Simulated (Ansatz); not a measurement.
Crystal: Mg.

```
CELL_PARAMETERS angstrom
-1.83599 1.83599 1.67940
1.83599 -1.83599 1.67940
1.83599 1.83599 -1.67940
ATOMIC_POSITIONS crystal
Mg 0.00000 0.00000 0.00000
```

This isn't the form of Mg at room conditions, which is hcp.

- Program: Ansatz 0.2.0
- Task: relaxation of cell and atoms
- Functional: PBE
- Dispersion: D3(BJ)-ATM
- Potentials or basis: Ansatz PAW
- Cutoff: 420 eV (not typed: the program's choice for these potentials)
- k mesh: 11 × 11 × 11
- Occupations: fermi-dirac, width 0.05 eV
- Spin: no spin polarisation

At the start: volume 22.64 Å³/atom.

Problem. How do energy, volume and symmetry change on relaxing?

Solution. It ends after 8 steps and the volume is 21.75 Å³/atom (-3.9 %); space group Im-3m (No. 229, to 0.05 Å).

The path:
```tsv
step	energy change (eV)	largest force (eV/Å)	volume (Å³)
1	0.0000	0.0000	22.64
2	-0.0029	0.0000	22.08
3	-0.0040	0.0000	21.78
4	-0.0048	0.0000	21.23
5	-0.0060	0.0000	21.49
6	-0.0071	0.0000	21.72
7	-0.0072	0.0000	21.75
8	-0.0072	0.0000	21.75
```

Final structure:
```cif
data_structure
_symmetry_space_group_name_H-M 'P 1'
_symmetry_Int_Tables_number 1
_cell_length_a 3.0459
_cell_length_b 3.0459
_cell_length_c 3.0459
_cell_angle_alpha 109.451
_cell_angle_beta 109.451
_cell_angle_gamma 109.511
_cell_volume 21.75
loop_
_atom_site_label
_atom_site_type_symbol
_atom_site_fract_x
_atom_site_fract_y
_atom_site_fract_z
_atom_site_occupancy
Mg1 Mg 0.00000 0.00000 0.00000 1
```

Caveat: the plane-wave basis is chosen anew once the cell has moved, so the energies of steps on either side of that aren't comparable; pairwise dispersion overbinds metals, which lowers pressure and volume.
